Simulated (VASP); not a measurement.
# Results of a VASP single-point calculation on GaN (strained zincblende)

POSCAR

```
Ga N
 1.0000000000000000
     0.0000000000000000    2.2489525411000000    2.1814839649000000
     2.2489525411000000    0.0000000000000000    2.1814839649000000
     2.2489525411000000    2.2489525411000000    0.0000000000000000
 Ga  N
   1   1
Cartesian
  0.0000000000000000  0.0000000000000000  0.0000000000000000
  1.1244762705499998  1.1244762705499998  1.0907419824500000
```

```yaml
gap_between_bands_v_and_c: 2.27 eV
least_direct_gap: 2.27 eV
```

Band v is the last that the valence electrons fill when counted band by band, and c is the next. Levels in eV from the top of v:

| point | v−1 | v | c | c+1 |
| --- | --- | --- | --- | --- |
| Γ | -0.14 | 0.00 | 2.27 | 11.10 |
| X | -3.17 | -3.17 | 3.56 | 7.02 |
| K | -4.64 | -2.35 | 5.55 | 8.83 |
| L | -1.25 | -1.02 | 5.31 | 9.55 |
| W | -4.03 | -3.96 | 6.63 | 9.34 |

**Question.** Which of these levels of theory gave these results?
A. HSE06
B. PBE0
C. PBE
D. PBEsol
E. PBE with spin–orbit coupling
F. r²SCAN
G. LDA

**Answer.** F.

The INCAR was:

```
EDIFF = 1E-7
ENCUT = 520
LASPH = .TRUE.
ISIF = 2
PREC = Accurate
LWAVE = .FALSE.
IBRION = -1
LCHARG = .FALSE.
ALGO = Normal
LREAL = .FALSE.
ISMEAR = 0
NBANDS = 16
NELM = 120
SIGMA = 0.01
METAGGA = R2SCAN
NSW = 0
```
